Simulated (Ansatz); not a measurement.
SnSe:

```
Sn Se
1.0
     0.00000    3.39084    3.39084
     3.39084    0.00000    3.39084
     3.39084    3.39084    0.00000
Sn Se
1 1
Cartesian
  0.0000 0.0000 0.0000
  5.0863 5.0863 5.0863
```

The cell was built by a generator and needn't be a form met in nature.

* Program: Ansatz 0.2.0
* Task: relaxation of cell and atoms
* Functional: PBE
* Dispersion: D3(BJ)
* Potentials or basis: Ansatz PAW
* Cutoff: 420 eV (not typed: the program's choice for these potentials)
* k mesh: 7 × 7 × 7
* Occupations: fermi-dirac, width 0.05 eV
* Spin: no spin polarisation

At the start: volume 38.99 Å³/atom.

Task: Where does the relaxation end?

Result: It ends after 4 steps and the volume is 38.20 Å³/atom (-2.0 %); space group F-43m (No. 216, to 0.05 Å).

The path:
```tsv
step	energy change (eV)	largest force (eV/Å)	volume (Å³)
1	0.0000	0.0000	77.97
2	-0.0032	0.0000	75.52
3	-0.0045	0.0000	76.40
4	-0.0044	0.0000	76.40
```

Final structure:
```
Sn Se
1.0
     0.00000    3.36790    3.36790
     3.36790    0.00000    3.36790
     3.36790    3.36790    0.00000
Sn Se
1 1
Direct
  0.00000 0.00000 0.00000
  0.75000 0.75000 0.75000
```

Caveat: the plane-wave basis is chosen anew once the cell has moved, so the energies of steps on either side of that aren't comparable.
